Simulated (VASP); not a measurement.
Input of a VASP 6.6.1 run:

Contents of INCAR:

```
SYSTEM = H
PREC = Accurate ; ENCUT = 600
EDIFF = 1E-6 ; ISMEAR = -1
SIGMA = 0.05 ; LREAL = .False.
LASPH = .True. ; NELM = 100
ALGO = Normal ; ISIF = 3
LWAVE = .False. ; LCHARG = .False.
GGA = PE ; IBRION = 2
NSW = 40 ; EDIFFG = -0.01
PSTRESS = 20
```

KPOINTS

```
Automatic mesh
0
Gamma
  10 10 26
  0 0 0
```

File POSCAR:

```
H
1.0
    2.6496387389      0.0000000000      0.0000000000
    0.0000000000      2.6496387389      0.0000000000
    0.0000000000      0.0000000000      0.9804929200
H
1
Direct
    0.0000000000      0.0000000000      0.5000000000
```

Potentials or basis: VASP PAW PBE potentials, release 64 (H).

Command:

```console
$ cat potpaw_PBE.64/H/POTCAR > POTCAR
$ mpirun -np 1 vasp_std > vasp.out
```

(1) What does it give for the relaxed volume?

(2) Estimate the space group after relaxing (to 0.05 Å).

Results:

(1) 7.05 Å³/atom.

(2) P4/mmm (No. 123).

Caveat: the cell is relaxed towards a set pressure, so the enthalpy falls and the energy may rise.
